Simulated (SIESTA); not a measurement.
Ge:

```
Ge
1.0
     0.00000    2.82891    2.82891
     2.82891    0.00000    2.82891
     2.82891    2.82891    0.00000
Ge
2
Direct
  0.75000 0.75000 0.75000
  0.50000 0.50000 0.50000
```

```yaml
Program: SIESTA 5.4.2
Task: single point
Functional: PBEsol
Potentials_or_basis: PseudoDojo 0.4 standard (PBEsol files)
Basis: DZP (energy shift 0.003 Ry; two zetas on semicore shells)
Grid_cutoff: 800 Ry
Energy_shift: 0.003 Ry
k_mesh: 8 × 8 × 8
Occupations: fermi-dirac, width 0.05 eV
Spin: no spin polarisation
```

On this cell: pressure 1.8 GPa; largest force zero by symmetry; band gap on the k mesh none (metal or under the smearing width).

The same run follows on a disturbed copy (atoms moved at random, drawn with an rms of 0.05 Å):

```
Ge
1.0
     0.00000    2.82891    2.82891
     2.82891    0.00000    2.82891
     2.82891    2.82891    0.00000
Ge
2
Direct
  0.76097 0.73326 0.75334
  0.49345 0.48940 0.51015
```

Task: What changes?

Result: The energy (extrapolated to zero smearing) moves by +9.8 meV/atom; pressure 1.9 GPa; largest force 0.728 eV/Å; band gap on the k mesh none (metal or under the smearing width).

Forces in eV/Å, atoms in the order of the input:
```
Ge   0.459 -0.389 -0.410
Ge  -0.459  0.387  0.410
```

Stress tensor (GPa, compression positive):
```
 1.91 -1.15 -1.07
-1.15  1.95  1.32
-1.07  1.32  1.93
```

Caveats: the basis of atomic orbitals isn't converged, which shifts pressures, moduli and gaps.
